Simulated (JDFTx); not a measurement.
Mo in JDFTx: convergence with rho ratio

Crystal: Mo.

```
Mo
1.0
    -1.59439    1.59130    1.58454
     1.61239   -1.54306    1.55430
     1.60659    1.55526   -1.53630
Mo
1
Direct
  0.99511 0.97150 0.97202
```

The cell isn't the ideal one: cell strained at random at fixed volume.

* Program: JDFTx 1.7.0 (patched build)
* Task: convergence study
* Functional: RPBE
* Potentials or basis: PseudoDojo-SR-PBE-0.5-stringent
* Cutoff: 1088 eV
* Density cutoff: 4354 eV
* k mesh: 8 × 8 × 8
* Occupations: fermi-dirac, width 0.05 eV
* Spin: no spin polarisation

These are the settings of the first run; the series varies rho ratio, with any setting tied to it.

Hardware: 1 thread of Intel(R) Xeon(R) Platinum 8488C (Sapphire Rapids) (shared host).

```tsv
rho ratio	energy less the tightest run, at zero smearing (meV/atom)	SCF cycles	CPU time (s)	peak memory (GiB)
4	0.03	10	82	0.2
5	0.01	10	73	0.19
6	0.01	10	72	0.2
8	0.00	10	77	0.21
10	0.00	10	76	0.21
```

Against the tightest run, the energy stays within 1 meV/atom from 4 on. The tightest run that finished is the yardstick and may itself not be fully converged.

Caveat, for the tightest run too: the k mesh is coarse.
